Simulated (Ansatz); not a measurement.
**Non-collinear states of Co (P-3m1)**

```
Co
1.0
     2.48736    0.00000    0.00000
     0.00000    4.30824    0.00000
     1.24368    2.15412    4.06329
Co
4
Direct
  0.37007 0.03674 0.25986
  0.87007 0.53674 0.25986
  0.62993 0.96326 0.74014
  0.12993 0.46326 0.74014
```

Geometry: a structure from the Materials Project, repeated to hold the magnetic orders; nothing is relaxed.

The runs share PBE, 13×8×13 k mesh, Fermi–Dirac smearing of 0.08 eV. PAW means Ansatz 0.2.0 on its default frozen-core files; LAPW is all-electron LAPW in Ansatz 0.2.0. Site moments are integrated in spheres about the atoms, whose radii differ between the methods. Start moments of the first PAW run (μB): Co1 1.7, Co2 1.7, Co3 1.7, Co4 1.7.

The runs use spinors without spin–orbit coupling. In the held states a penalty keeps the direction of every atom that starts with a moment, the untilted ones along z, with sizes free, and the energy is taken at the target. Energies count from the run that starts parallel.

```csv
state,ΔF PAW (meV/atom),ΔF LAPW (meV/atom),"largest moment, PAW (μB)","size of M, PAW (μB/cell)",directions kept
parallel moments on spinors,0.0,0.0,1.69,6.47,yes
Co3 and Co4 tilted by 45° from z and held,+42.3,+42.3,1.66,5.88,yes
Co3 and Co4 tilted by 90° from z and held,?,–,1.50,4.06,yes
Co3 and Co4 tilted by 135° from z and held,+200.7,–,1.15,?,yes
start Co1↑ Co2↑ Co3↓ Co4↓ on spinors,+216.5,+217.1,0.88,0.00,yes
```

Give the missing entry: row "Co3 and Co4 tilted by 90° from z and held", column "ΔF PAW (meV/atom)".

+134.6.

What belongs in the row "Co3 and Co4 tilted by 135° from z and held", column "size of M, PAW (μB/cell)"?

1.68.

Fit ΔF(θ) = A(1 − cos θ) + B sin²θ to the PAW points, the reversed state at 180° included. How well does a Heisenberg model do?

A = +109.0 and B = +25.5 meV/atom, with a worst miss of 2.3 meV/atom. B isn't small beside A, so the turn needs more than bilinear exchange between fixed moments (biquadratic terms or changing moment sizes).

For the state «Co3 and Co4 tilted by 45° from z and held», by PAW: Site moments (μB): Co1 (0.00, 0.00, 1.66); Co2 (0.00, 0.00, 1.66); Co3 (1.17, 0.00, 1.18); Co4 (1.17, 0.00, 1.18). Cell moment 5.88 μB.

The Ansatz runs typed with the search for lower states off end where their start leads. The magnetic state is the one that this cell and start allow. It needn't be the compound's measured order, which may need a larger cell or be absent.
